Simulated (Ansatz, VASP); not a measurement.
## Ge in VASP and in Ansatz

The input INCAR:

```
ALGO = Normal ; EDIFF = 1E-7
ENCUT = 520 ; GGA = PE
ISIF = 2 ; ISMEAR = -1
LASPH = T ; LCHARG = F
LREAL = F ; LWAVE = F
NBANDS = 21 ; NELM = 60
PREC = Accurate ; SIGMA = 0.05
```

KPOINTS

```
k-points
0
Gamma
  8 8 8
```

The input POSCAR:

```
Ge
1.0
    0.0000000000      2.8843929095      2.8843929095
    2.8843929095      0.0000000000      2.8843929095
    2.8843929095      2.8843929095      0.0000000000
Ge
2
Direct
    0.7500000000      0.7500000000      0.7500000000
    0.5000000000      0.5000000000      0.5000000000
```

The input input.yaml:

```yaml
crystal:
  lattice:
    - [0.0, 2.8843929095, 2.8843929095]
    - [2.8843929095, 0.0, 2.8843929095]
    - [2.8843929095, 2.8843929095, 0.0]
  atoms:
    - { symbol: Ge, position: [0.75, 0.75, 0.75] }
    - { symbol: Ge, position: [0.5, 0.5, 0.5] }
kpoints:
  mp_grid: { grid: [8, 8, 8] }
scf:
  occupations: { method: fermi_dirac, width: 0.05 }
hamiltonian:
  xc: pbe
  pseudopotentials: { kind: all_electron, lapw: { basis_error: 0.0005 } }
output:
  forces: true
  stress: true
  eigenvalues: true
```

Change from the starting cell: volume scaled by 1.06.

Alike in both runs: task single point; functional PBE; k mesh 8 × 8 × 8; occupations fermi-dirac, width 0.05 eV; no spin polarisation.

|  | VASP | Ansatz |
| --- | --- | --- |
| version | VASP 6.6.1 | Ansatz 0.2.0 |
| potentials or method | VASP PAW PBE potentials, release 64 (Ge_d) | all-electron LAPW, scalar-relativistic |
| plane-wave cutoff (eV) | 520 | see its input |

Ansatz gave:

* gap on the k mesh at the Fermi level (eV): none
* pressure (GPa): -0.2

Q: What did VASP give for the same quantities?

A: gap on the k mesh at the Fermi level (eV): none; pressure (GPa): -0.3.

A gap of «none» marks a metal or a gap that the smearing closes. Ansatz ran all-electron here, so the differences hold the error of VASP's frozen core and of both bases.
